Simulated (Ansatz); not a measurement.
# Au(100) / 1 layer Pd(100) / Au(100): resistance against film thickness

How does the resistance across the layers grow with the film in Au(100) / 1 layer Pd(100) / Au(100)?

Method: Ansatz plane-wave DFT, PBE, PAW files; ballistic transport by layer matching (Landauer), zero bias; PAW set soft_1, in Ansatz 0.2.0.

### 1. Set-up

The cell holds 10 atoms: 9 Au and 1 Pd. Its edges and angles: a = 2.884 Å, b = 2.884 Å, c = 20.121 Å, α = 90.0°, β = 90.0°, γ = 90.0°. It derives from Au and Pd. Regions: lead, 9 atoms (9 Au); films, 1 atom (1 Pd). The structure is stacked along c, and the current runs across the ab planes.

### 2. With 1 layer

The film is laid into the lead at the lead's in-plane lattice, and the cell closes on the lead's own image. The mesh across the current, 26×26, is finer than the density's, because channels open and close sharply across the zone. Energies from -1 to 1 eV in steps of 0.036 eV cover the slope of the Fermi function at 300 K, so the program can form a conductance.

File input.yaml:

```yaml
crystal:
  lattice:
    - [2.8837582304, 0.0, 0.0]
    - [0.0, 2.8837582304, 0.0]
    - [0.0, 0.0, 20.1214358085]
  atoms:
    - { symbol: Au, position: [0.0, 0.0, 0.0506704646] }
    - { symbol: Au, position: [0.5, 0.5, 0.1520113937] }
    - { symbol: Au, position: [0.0, 0.0, 0.2533523228] }
    - { symbol: Au, position: [0.5, 0.5, 0.3546932519] }
    - { symbol: Pd, position: [0.0, 0.0, 0.4493295354] }
    - { symbol: Au, position: [0.5, 0.5, 0.543965819] }
    - { symbol: Au, position: [0.0, 0.0, 0.6453067481] }
    - { symbol: Au, position: [0.5, 0.5, 0.7466476772] }
    - { symbol: Au, position: [0.0, 0.0, 0.8479886063] }
    - { symbol: Au, position: [0.5, 0.5, 0.9493295354] }
kpoints:
  mp_grid: { grid: [13, 13, 2] }
hamiltonian:
  xc: pbe
  pseudopotentials: { kind: paw, azcp: { folder: soft_1 } }
scf:
  occupations: { method: fermi_dirac, width: 0.1 }
output:
  transmission: { leads: [[0, 1]], kmesh: [26, 26], e_range: [-1.0, 1.0], de: 0.036 }
  write_potential: true
  write_density: true
  volumetric_format: npy
  elf: true
```

Command:

```sh
$ ansatz run input.yaml --threads 4 --pin off --max-ram 8192MiB --backend cpu --events-out ev --progress --plain --runs-dir out
```

Numbers of over 12 decimals in the logs are rounded to 6 here.

The log of the run:

```text
Engine: ansatz 0.2.0, x86_64-unknown-linux-gnu
Pseudopotentials: kind: paw
Pseudopotential: Au, paw, valence charge 19, recommended cutoff 420 eV (normal), soft_1/Au.paw.azcp
Pseudopotential: Pd, paw, valence charge 18, recommended cutoff 420 eV (normal), soft_1/Pd.paw.azcp
Functional definition: PBE
  parameter kappa = 0.804
  parameter beta = 0.066725
  exchange = pbe_x(kappa = kappa, mu = beta*pi^2/3)
  correlation = pbe_c(beta = beta)
Crystal: 10 atoms, lattice volume = 167.331 Å³
Basis set: ecut = 420 eV, 3255 PW (Γ)
Bands: 114, of which v1, the nominal top of the filled ones, is band 95 counted from 1 (94 counted from 0)
Symmetry: 16 space group operations
Space group: P4/mmm (ITA 123), of the structure as read, at distance tolerance 5.5e-5 Å
k-points: 56 of 338
Non-local potential: Au, projectors of the file, l = 0: 3, l = 1: 2, l = 2: 2, l = 3: 1
Non-local potential: Pd, projectors of the file, l = 0: 2, l = 1: 2, l = 2: 2, l = 3: 1
PAW form: soft (Blöchl's): semilocal exchange-correlation on the pseudo side does not see the compensation charge
PAW one-centre angular grid: Au, 590 points (default); XC on 64 Gauss nodes
PAW one-centre angular grid: Pd, 590 points (default); XC on 64 Gauss nodes
Initial density: superposition of atomic densities (chi_scale 0.1, normalization cell, long waves of neutral atoms (reshape's long-wave potential 3.96 eV rms, cloud 2.75 Å wide))
Initial wavefunctions: pseudopotential atomic-orbital guess
Functional: x = pbe(κ = 0.804, μ = 0.219515), c = pbe(β = 0.066725)
SCF iter   1: F=—  HF=-125337.636352 eV  |F-HF|=—  |Δ(HF+E_count)|=         —  Δρ=7.83e-2  dr2=2.43e1  ethr=3.10e-3  ⟨swp⟩=4.4  Hψ=19134  notcnv=0  defer=180
preconditioner: auto → Kerker (q_TF=auto, 2.784 Å⁻¹)  [metal: Δε(μ)=0.005 eV  Ē_g=10.371 eV  σ=0.100 eV  W_gap=0.01  n_scr=60 (ndim 8)  ℏωp=30.0 eV  f_vac=0.000  D(μ)=2.79/eV (n_scr^D=10)]
SCF iter   2: F=—  HF=-125334.664494 eV  |F-HF|=—  |Δ(HF+E_count)|=    2.97e0  Δρ=3.49e-2  dr2=6.00e0  ethr=3.10e-3  ⟨swp⟩=2.1  Hψ=10192  notcnv=0  defer=520
SCF iter   3: F=—  HF=-125333.908215 eV  |F-HF|=—  |Δ(HF+E_count)|=   7.56e-1  Δρ=1.10e-2  dr2=9.35e-1  ethr=3.10e-3  ⟨swp⟩=2.4  Hψ=8263  notcnv=0  defer=520
SCF iter   4: F=—  HF=-125333.863300 eV  |F-HF|=—  |Δ(HF+E_count)|=   4.49e-2  Δρ=2.67e-3  dr2=1.89e-1  ethr=4.95e-4  ⟨swp⟩=1.9  Hψ=7605  notcnv=0  defer=520
SCF iter   5: F=—  HF=-125333.855064 eV  |F-HF|=—  |Δ(HF+E_count)|=   8.24e-3  Δρ=1.13e-3  dr2=2.38e-2  ethr=1.00e-4  ⟨swp⟩=1.0  Hψ=5853  notcnv=0  defer=520
SCF iter   6: F=—  HF=-125333.854436 eV  |F-HF|=—  |Δ(HF+E_count)|=   6.28e-4  Δρ=4.68e-4  dr2=1.00e-3  ethr=1.26e-5  ⟨swp⟩=1.0  Hψ=5852  notcnv=0  defer=520
SCF iter   7: F=—  HF=-125333.854429 eV  |F-HF|=—  |Δ(HF+E_count)|=   7.35e-6  Δρ=1.92e-4  dr2=5.03e-4  ethr=5.29e-7  ⟨swp⟩=2.0  Hψ=6676  notcnv=0  defer=520
SCF iter   8: F=—  HF=-125333.854409 eV  |F-HF|=—  |Δ(HF+E_count)|=   1.99e-5  Δρ=5.75e-5  dr2=5.74e-5  ethr=2.66e-7  ⟨swp⟩=1.0  Hψ=5851  notcnv=0  defer=520
SCF iter   9: F=—  HF=-125333.854397 eV  |F-HF|=—  |Δ(HF+E_count)|=   1.18e-5  Δρ=1.99e-5  dr2=9.05e-6  ethr=3.04e-8  ⟨swp⟩=1.0  Hψ=6056  notcnv=0  defer=526
SCF iter  10: F=—  HF=-125333.854397 eV  |F-HF|=—  |Δ(HF+E_count)|=   4.13e-7  Δρ=7.62e-6  dr2=1.15e-6  ethr=4.79e-9  ⟨swp⟩=1.2  Hψ=5866  notcnv=0  defer=526
SCF iter  11: F=—  HF=-125333.854397 eV  |F-HF|=—  |Δ(HF+E_count)|=   4.83e-8  Δρ=4.26e-6  dr2=3.31e-7  ethr=6.08e-10  ⟨swp⟩=1.1  Hψ=5874  notcnv=0  defer=526
SCF iter  12: F=-125333.854397 eV  HF=-125333.854397 eV  |F-HF|=1.75e-8  |Δ(HF+E_count)|=   1.63e-8  Δρ=1.44e-6  dr2=1.99e-8  ethr=5.29e-11  ⟨swp⟩=9.6  Hψ=21627  notcnv=0
SCF 1 converged in 12 iterations: F = -125333.854397 eV  dr2 = 1.99e-8
  greatest PAW one-centre occupation: 1.000 electrons in one spin orbital (limit 2), on the Au atom at site 5 (counted from 0), in its partial waves of l = 0
transmission: 315 of 3150 steps passed
transmission: 630 of 3150 steps passed
[...]
transmission: 3150 of 3150 steps passed
SCF converged after 12 iterations
Free energy (F): -125333.854397 eV
Harris-Foulkes:  -125333.854397 eV  (|F-HF|=1.75e-8)
Internal energy: -125333.761211 eV  (E = F + TS)
E sigma→0 (E₀):  -125333.807804 eV
Entropy (-TS):   -0.093186 eV (-9.319 meV/atom)
Fermi energy:    20.594414 eV
--- Per-component energies (eV) ---
  E_band       = -1989.467882
  E_kinetic    = 5655.240307
  E_local      = -17127.023456  (includes V_loc(G=0)·N_el)
  E_nonlocal   = 1253.370577
  E_hartree    = 7376.585010
  E_xc         = -2078.947102
  E_vxc        = -2532.269049  (∫ρ·V_xc dr)
  E_paw        = -91395.582303  (= ΣΔE_a)
  E_vpaw       = -3991.969312  (= ΣTr[D̂ρ^β])
  E_aug_tail   = 0.015590  (compensation charges beyond the density's cutoff)
  E_ewald      = -29017.419834
  E_smearing   = -0.093186  (= −TS)
  E_closure    = 0.000000  (closes the sum)
  Σ components = -125333.854397   (vs F -125333.854397, Δ=0.00e0)
--- Band table (eV; the first three rows and the last of 56) ---
  k-point 0: bands = [... 91 lower, 18.6958, 18.7437, 18.7437, 19.7641, 19.8152, 19.8152, 19.8761, 19.9356, ... 15 higher]
  k-point 1: bands = [... 91 lower, 18.5318, 18.8146, 18.8146, 18.9983, 19.8128, 19.8128, 19.9356, 21.0243, ... 15 higher]
  k-point 2: bands = [... 91 lower, 18.6204, 18.7850, 18.8528, 19.3324, 19.8323, 19.9041, 20.4513, 20.5028, ... 15 higher]
  k-point 55: bands = [... 91 lower, 21.8722, 22.3852, 22.6194, 23.7629, 23.8683, 24.7031, 24.8059, 24.9635, ... 15 higher]
--- Transmission ---
  basis      : 69 plane waves across, 30 finite elements along
  points     : 105, standing for a mesh of 26 x 26
  filling    : by the input's occupations and mesh, since the crystals that have channels conduct as metals do. If one of these is a semiconductor, that mesh has misplaced its level
  energies   : 56 from -1.000000 to 0.980000 eV about the Fermi level, 0.036000 eV apart; the leads are filled to 0.000000 eV, and channels, transmission and decay are at 0.008000 eV
  crystal 0  : Au1, at the sites [0, 1], period 2.0391 Å, over 18.35 Å; its Hamiltonian steps by up to 5.2 meV
    offset         : up to 0.0000 Å between an atom of the period and one for which it stands
    filled         : 22.5 meV over the level at which it is neutral
    channels       : 9.423077e-1 a spin
    conductance    : 8.8167e14 S/m² at 300 K; may be off by some 0.0 % by where its bands' edges are placed, 5.0 % from the k-mesh, 0.3 % from the distance to neutral
    slowest decay  : 0.0385 /Å at (0.4615, 0.4231)
  junction   : crystal 0 to crystal 0, -0.70 to 17.38 Å
    transmission   : 8.099566e-1 a spin
    conductance    : 7.5286e14 S/m² at 300 K (7.3983e14 on every other point, 7.5424e14 on every other energy)
    error estimate : 0.2 % from the energy spacing and 0.0 % from band edges of the leads and from resonances (wavevectors taken as independent; lower de), 3.4 % from the k-mesh, 0.5 % from the steps of its leads' Hamiltonians or their offsets (lay more layers), 0.6 % from the distance to neutral
    resistance     : 1.9406e-4 Ω µm² beyond half of each lead's own
```

Run time: 53 s. Hardware: 4 threads of AMD EPYC 9B45 (Zen 5), shared host; peak memory 1.2 GiB.

This step gave:

| Property | Result |
| --- | --- |
| free energy | -125333.8544 eV |
| energy at zero smearing | -125333.8078 eV |
| Fermi energy | 20.59 eV |
| cell area | 8.316 Å² |
| step of the lead's potential | 5.2 meV |
| ballistic conductance of the lead | 8.82e14 S/m² |
| estimated errors of the lead's conductance | 0, 5, 0.3 % (band edges, k-mesh, distance from neutral) |
| lead conductance per cell | 0.9463 G₀ |
| conductance of the junction | 7.53e14 S/m² |
| junction conductance per cell | 0.8080 G₀ |
| estimated errors of the junction's conductance | 0.2, 0, 3.4, 0.5, 0.6 % (energy step, band edges, k-mesh, leads' steps, distance from neutral) |
| area resistance that the stack adds (contact term taken off, spin by spin) | 0.1941 fΩ m² |

Per spin. The transmission, zone mean by energy, zero at the Fermi level:

| energy (eV) | transmission, zone mean |
| --- | --- |
| -1.000 | 0.479 |
| -0.928 | 0.482 |
| -0.856 | 0.479 |
| -0.784 | 0.527 |
| -0.712 | 0.637 |
| -0.676 | 0.669 |
| -0.604 | 0.724 |
| -0.532 | 0.723 |
| -0.460 | 0.728 |
| -0.388 | 0.734 |
| -0.316 | 0.748 |
| -0.244 | 0.771 |
| -0.172 | 0.786 |
| -0.100 | 0.796 |
| -0.028 | 0.797 |
| 0.008 | 0.810 |
| 0.080 | 0.829 |
| 0.152 | 0.851 |
| 0.224 | 0.868 |
| 0.296 | 0.875 |
| 0.368 | 0.871 |
| 0.440 | 0.876 |
| 0.512 | 0.878 |
| 0.584 | 0.883 |
| 0.656 | 0.888 |
| 0.692 | 0.890 |
| 0.764 | 0.891 |
| 0.836 | 0.891 |
| 0.908 | 0.894 |
| 0.980 | 0.900 |

Per spin. Open channels, zone mean, lead against energy, zero at the Fermi level:

energy (eV), open channels, zone mean, lead and a bar from the least value:
```
   -1.000       0.82 
   -0.964       0.84 ###
   -0.892       0.84 ###
   -0.856       0.82 #
   -0.784       0.85 ####
   -0.748       0.86 #####
   -0.676       0.87 #######
   -0.640       0.87 #######
   -0.568       0.89 #########
   -0.532       0.90 ###########
   -0.460       0.90 ###########
   -0.424       0.91 #############
   -0.352       0.91 #############
   -0.316       0.89 ##########
   -0.244       0.89 ##########
   -0.208       0.92 #############
   -0.136       0.93 ###############
   -0.100       0.93 ###############
   -0.028       0.94 ################
    0.008       0.94 ################
    0.080       0.97 ####################
    0.116       0.97 ####################
    0.188       0.98 #####################
    0.224       0.98 #####################
    0.296       1.01 #########################
    0.332       1.00 ########################
    0.404       0.98 ######################
    0.440       0.98 ######################
    0.512       0.98 #####################
    0.548       0.99 #######################
    0.620       1.00 ########################
    0.656       1.00 ########################
    0.728       1.01 ##########################
    0.764       1.01 ##########################
    0.836       1.01 ##########################
    0.872       1.02 ###########################
    0.944       1.03 ############################
    0.980       1.04 ##############################
```

Transmission over k1 and k2. At 0.0080 eV from the Fermi level.

Ten even steps from '_' (0.00) to '@' (1.00):
```
______========--::..____**@@**____..::--========____
____%%@@@@@@@@%%%%%%@@@@@@@@@@@@@@%%%%%%@@@@@@@@%%__
__==@@@@@@@@@@@@@@@@@@@@@@@@@@@@@@@@@@@@@@@@@@@@@@==
__==@@@@@@@@@@@@@@@@@@@@@@@@@@@@@@@@@@@@@@@@@@@@@@==
__==@@@@@@@@@@@@@@@@@@@@@@@@@@@@@@@@@@@@@@@@@@@@@@==
__==@@@@@@@@@@@@@@@@@@@@@@@@@@@@@@@@@@@@@@@@@@@@@@==
__--%%@@@@@@@@@@@@@@@@@@@@@@@@@@@@@@@@@@@@@@@@@@%%--
__::%%@@@@@@@@@@@@@@@@@@@@@@@@@@@@@@@@@@@@@@@@@@%%::
....%%@@@@@@@@@@@@@@@@@@@@@@@@@@@@@@@@@@@@@@@@@@%%..
..__@@@@@@@@@@@@@@@@@@@@@@@@@@@@@@@@@@@@@@@@@@@@@@__
____@@@@@@@@@@@@@@@@@@@@@@@@@@@@@@@@@@@@@@@@@@@@@@__
__**@@@@@@@@@@@@@@@@@@@@@@@@@@@@@@@@@@@@@@@@@@@@@@**
__@@@@@@@@@@@@@@@@@@@@@@@@@@@@@@@@@@@@@@@@@@@@@@@@@@
__**@@@@@@@@@@@@@@@@@@@@@@@@@@@@@@@@@@@@@@@@@@@@@@**
____@@@@@@@@@@@@@@@@@@@@@@@@@@@@@@@@@@@@@@@@@@@@@@__
..__@@@@@@@@@@@@@@@@@@@@@@@@@@@@@@@@@@@@@@@@@@@@@@__
....%%@@@@@@@@@@@@@@@@@@@@@@@@@@@@@@@@@@@@@@@@@@%%..
__::%%@@@@@@@@@@@@@@@@@@@@@@@@@@@@@@@@@@@@@@@@@@%%::
__--%%@@@@@@@@@@@@@@@@@@@@@@@@@@@@@@@@@@@@@@@@@@%%--
__==@@@@@@@@@@@@@@@@@@@@@@@@@@@@@@@@@@@@@@@@@@@@@@==
__==@@@@@@@@@@@@@@@@@@@@@@@@@@@@@@@@@@@@@@@@@@@@@@==
__==@@@@@@@@@@@@@@@@@@@@@@@@@@@@@@@@@@@@@@@@@@@@@@==
__==@@@@@@@@@@@@@@@@@@@@@@@@@@@@@@@@@@@@@@@@@@@@@@==
____%%@@@@@@@@%%%%%%@@@@@@@@@@@@@@%%%%%%@@@@@@@@%%__
______========--::..____**@@**____..::--========____
__________________....__________....________________
```
Columns: k1 (b1) from -0.5 to 0.462; rows upwards: k2 (b2) from -0.5 to 0.462.

Open channels over k1 and k2. At 0.0080 eV from the Fermi level.

Ten even steps from '0' (0.00) to '9' (2.00):
```
00055555555555555555555500
00555555555555555555555550
05555555555555555555555555
05555555555555555555555555
05555555555555555555555555
05555555555555555555555555
05555555555555555555555555
95555555555555555555555555
95555555555555555555555555
95555555555555555555555555
05555555555555555555555555
05555555555555555555555555
05555555555555555555555555
05555555555555555555555555
05555555555555555555555555
95555555555555555555555555
95555555555555555555555555
95555555555555555555555555
05555555555555555555555555
05555555555555555555555555
05555555555555555555555555
05555555555555555555555555
05555555555555555555555555
00555555555555555555555550
00055555555555555555555500
00000000999000009990000000
```
Columns: k1 (b1) from -0.5 to 0.462; rows upwards: k2 (b2) from -0.5 to 0.462.

ELF in the ca plane at fractional y = 0.000, with atoms of Au and Pd within 0.2 Å of it. It is the smooth field of the valence electrons, not physical close to the nuclei.

Values, 5 rows by 16 columns, each cell a mean:
```
0.46 0.54 0.21 0.15 0.42 0.56 0.23 0.15 0.35 0.37 0.19 0.16 0.45 0.54 0.21 0.15
0.28 0.31 0.19 0.19 0.26 0.32 0.20 0.19 0.23 0.28 0.19 0.19 0.27 0.31 0.20 0.19
0.21 0.21 0.20 0.20 0.20 0.22 0.19 0.21 0.19 0.18 0.21 0.20 0.21 0.21 0.20 0.20
0.34 0.39 0.20 0.18 0.31 0.41 0.20 0.18 0.28 0.35 0.18 0.18 0.33 0.39 0.20 0.18
0.50 0.60 0.21 0.15 0.46 0.63 0.24 0.14 0.35 0.34 0.20 0.16 0.50 0.61 0.22 0.15
```
Columns run along c (16.0 Å, from fractional 0.00 to 0.80 of the cell), rows up along a (2.9 Å). Atoms in or near the plane, at fractional coordinates: Au at (0.05, 0.00), Au at (0.25, 0.00), Pd at (0.45, 0.00), Au at (0.65, 0.00).

Valence density in the ca plane at fractional y = 0.000, with atoms of Au and Pd within 0.2 Å of it. It is the smooth field of the valence electrons, not physical close to the nuclei.

Values in units of 1e0 e/Å³, 5 rows by 16 columns, each cell a mean:
```
3.9 6.2 0.3 0.2 3.1 6.9 0.4 0.2 3.4 7.0 0.3 0.2 3.8 6.3 0.3 0.2
0.6 0.9 0.2 0.2 0.5 1.0 0.2 0.2 0.5 0.8 0.2 0.2 0.6 0.9 0.2 0.2
0.3 0.3 0.2 0.2 0.2 0.3 0.2 0.3 0.2 0.3 0.2 0.2 0.3 0.3 0.2 0.2
1.3 2.0 0.2 0.2 1.1 2.2 0.3 0.2 1.0 2.0 0.2 0.2 1.3 2.0 0.2 0.2
5.2 8.2 0.3 0.1 4.1 9.2 0.5 0.1 4.7 9.5 0.3 0.2 5.0 8.3 0.3 0.1
```
Columns run along c (16.0 Å, from fractional 0.00 to 0.80 of the cell), rows up along a (2.9 Å). Atoms in or near the plane, at fractional coordinates: Au at (0.05, 0.00), Au at (0.25, 0.00), Pd at (0.45, 0.00), Au at (0.65, 0.00).

Electrostatic potential energy in the ca plane at fractional y = 0.000, with atoms of Au and Pd within 0.2 Å of it. With pseudopotentials it is smooth inside the atoms' cores, unlike the true potential.

Ten even steps from '0' (-29 eV) to '9' (24 eV), each cell a mean:
```
61001599999720004899997200059999961001599999
84224799999852137999998622489999984214799999
98768999999987679999999877899999998768999999
99999999999999999999999999999999999999999999
99889999999998889999999998999999999889999999
86446899999974458999999754689999996446899999
72002699999831015899998300169999972002699999
61000599999720003899997100049999961000499999
```
Columns run along c (16.0 Å, from fractional 0.00 to 0.80 of the cell; values clipped at the 3rd and 97th percentile), rows up along a (2.9 Å). Atoms in or near the plane, at fractional coordinates: Au at (0.05, 0.00), Au at (0.25, 0.00), Pd at (0.45, 0.00), Au at (0.65, 0.00).

The lead's potential steps by 5.2 meV from period to period, small in itself. The program estimates the junction's conductance to 3.4 % from the k-mesh, 0.6 % from the leads' distance from neutral and 0.5 % from their steps.

By hand: 1/G − 1/G_lead = 1/0.7529 − 1/0.8817 = 0.194 fΩ m² with G in 10¹⁵ S/m².

[end of part 1 of 2]

[Logs are printed without paths, hosts, clocks, repeated set-up lines and the standing remarks that a program may print on its own settings, such as how far it seeks lower states.]

[Hosts, paths, dates, database ids (printed as entryN), source tags and the programs' standing remarks are cut or masked in the printed files.]
